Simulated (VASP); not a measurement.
Write the native input for VASP 6.6.1 that does the following.

```
Task                   : relaxation of cell and atoms
Functional             : revPBE
Dispersion             : D3
Potentials or basis    : VASP PAW PBE potentials, release 64 (Pb_d, Se)
Cutoff                 : 600 eV
k mesh                 : 8 × 8 × 8
Occupations            : fermi-dirac, width 0.05 eV
Spin                   : no spin polarisation
Further INCAR settings : ALGO = Normal; EDIFF = 1e-06; IBRION = 2; EDIFFG = -0.01; NSW = 40; ISIF = 3
```

The structure of PbSe (Clausthalite) lies in POSCAR:

```
PbSe
1.0
    0.0000000000      3.0606500000      3.0606500000
    3.0606500000      0.0000000000      3.0606500000
    3.0606500000      3.0606500000      0.0000000000
Pb Se
1 1
Direct
    0.0000000000      0.0000000000      0.0000000000
    0.5000000000      0.5000000000      0.5000000000
```

The input as run:

INCAR

```
ALGO     = Normal         # electronic algorithm
EDIFF    = 1E-6           # SCF threshold, eV
EDIFFG   = -0.01          # ionic threshold
ENCUT    = 600            # plane-wave cutoff, eV
GGA      = RE             # functional
IBRION   = 2              # ionic algorithm
ISIF     = 3              # what is computed and relaxed
ISMEAR   = -1             # smearing method
IVDW     = 11             # dispersion correction
LASPH    = True           # aspherical terms in the spheres
LCHARG   = False          # write CHGCAR
LREAL    = False          # projectors in reciprocal space
LWAVE    = False          # write WAVECAR
NELM     = 80             # most SCF steps
NSW      = 40             # ionic steps
PREC     = Accurate       # precision mode
SIGMA    = 0.05           # smearing width, eV
```

KPOINTS

```
k-points
0
Gamma
  8 8 8
```

Potentials or basis: VASP PAW PBE potentials, release 64 (Pb_d, Se).

Command:

```sh
$ cat potpaw_PBE.64/Pb_d/POTCAR potpaw_PBE.64/Se/POTCAR > POTCAR
$ mpirun -np 1 vasp_std > vasp.out
```

Results of the run:

```
Relaxed volume                         : 29.88 Å³/atom
Relaxed cell                           : a = 4.388 Å, b = 4.388 Å, c = 4.388 Å, α = 60.00°, β = 60.00°, γ = 60.00°
Space group after relaxing (to 0.05 Å) : Fm-3m (No. 225)
Energy gained by relaxing              : 7.0 meV/atom
Ionic steps                            : 3
Pressure after relaxing                : 0.0 GPa
Band gap on the k mesh                 : 0.49 eV, direct
Dispersion energy per atom             : -0.411 eV
```

Caveat: the PAW data sets were made with another functional, which shifts forces and pressure a little; spin-orbit coupling is left out, which as a rule narrows the gap of such compounds by several tenths of an eV.

Run time: 72 s on 1 thread of Intel(R) Xeon(R) Platinum 8259CL CPU @ 2.50GHz (Skylake/Cascade Lake) (shared host), peak memory 0.23 GiB.
